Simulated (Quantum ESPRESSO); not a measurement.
Rh:

```
Rh
1.0
     2.73098    0.00000    0.00000
    -1.36549    2.36510    0.00000
     0.00000    0.00000    4.42849
Rh
2
Direct
  0.33333 0.66667 0.25000
  0.66667 0.33333 0.75000
```

This isn't the form of Rh at room conditions, which is fcc.

```yaml
Program: Quantum ESPRESSO 7.5
Task: relaxation of cell and atoms
Functional: PBEsol
Dispersion: D4
Potentials_or_basis: GBRV 1.5 PBEsol
Cutoff: 612 eV
Density_cutoff: 4898 eV
k_mesh: 11 × 11 × 6
Occupations: fermi-dirac, width 0.05 eV
Spin: no spin polarisation
```

At the start: pressure -17.9 GPa; volume 14.30 Å³/atom.

Question: Where does the relaxation end?

Answer: Over 5 steps the energy falls by 56.6 meV/atom and the volume is 13.36 Å³/atom (-6.6 %); space group P6_3/mmc (No. 194, to 0.05 Å).

The path:
| step | energy change (eV) | largest force (eV/Å) | pressure (GPa) | volume (Å³) |
| --- | --- | --- | --- | --- |
| 1 | 0.0000 | 0.0000 | -17.91 | 28.60 |
| 2 | -0.0840 | 0.0000 | -9.78 | 27.64 |
| 3 | -0.1128 | 0.0000 | 1.28 | 26.60 |
| 4 | -0.1132 | 0.0000 | -0.06 | 26.72 |
| 5 | -0.1132 | 0.0000 | 0.00 | 26.71 |

Final structure:
```
Rh
1.0
     2.67147    0.00000    0.00000
    -1.33574    2.31356    0.00000
     0.00000    0.00000    4.32165
Rh
2
Cartesian
  0.0000 1.5424 1.0804
  1.3357 0.7712 3.2412
```

Caveat: pairwise dispersion overbinds metals, which lowers pressure and volume.
